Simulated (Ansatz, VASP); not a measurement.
## Two plane-wave programs on K2S

```xyz
3
Lattice="0.0000 3.7315 3.7315 3.7315 0.0000 3.7315 3.7315 3.7315 0.0000" Properties=species:S:1:pos:R:3 pbc="T T T"
K     1.8657    1.8657    1.8657
K     5.5972    5.5972    5.5972
S     0.0000    0.0000    0.0000
```

Change from the starting cell: volume scaled by 1.02.

Alike in both runs: task single point; functional PBEsol; k mesh 6 × 6 × 6; occupations fermi-dirac, width 0.05 eV; no spin polarisation.

|  | VASP | Ansatz |
| --- | --- | --- |
| version | VASP 6.6.1 | Ansatz 0.2.0 |
| potentials or method | VASP PAW PBE potentials, release 64 (K_sv, S) | Ansatz PAW |
| plane-wave cutoff (eV) | 520 | 420 |
| valence electrons in the cell | 24 | 24 |

Ansatz gave:

* gap on the k mesh at the Fermi level (eV): 2.23
* least direct gap on the mesh (eV): 2.40
* pressure (GPa): -0.9

Problem. Estimate VASP's values.

Solution. gap on the k mesh at the Fermi level (eV): 2.22; least direct gap on the mesh (eV): 2.40; pressure (GPa): -0.9.

Caveats: the PAW data sets were made with another functional, which shifts forces and pressure a little (VASP); the PAW data sets come from PBE, with cores solved anew for the run's functional, which leaves a small shift of forces and pressure (Ansatz). A k mesh can miss the band edges.
